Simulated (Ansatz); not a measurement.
Consider the substitution at a C–O bond: `COC(C)(C)C` + `CC(O)S` → `COC(C)S` + tert-butanol.

Calculated with Ansatz (gas phase, PBE0-D4/def2-TZVP geometries, no zero-point term in ΔE). CBS: MP2 limit from def2 TZ/QZ plus the TZ coupled-cluster correction, frozen cores. DFT in def2-TZVPP. Each species was taken in one conformer, which may not be the lowest.

```csv
species,r2SCAN-D4 energy (Eh)
`COC(C)(C)C`,-272.91855
`CC(O)S`,-553.19463
`COC(C)S`,-592.48952
`CC(C)(C)O`,-233.63340
```

(1) Work out ΔE.

Largest T1 diagnostic among the species: 0.011.

Results:

(1) ΔE = (-592.48952) + (-233.63340) − (-272.91855) − (-553.19463) = -0.00974 Eh = -6.1 kcal/mol. CCSD(T)/CBS gives -5.5 kcal/mol.

Leaving LDA and LC-ωPBE aside and taking each functional with its dispersion term where it has one, the values, not all of them listed here, spread over 0.7 kcal/mol, from r2SCAN-D4 to ωB97M-V. At CCSD(T), def2-SVP lies −0.8 kcal/mol from the extrapolated value and def2-TZVPP +0.1 kcal/mol.
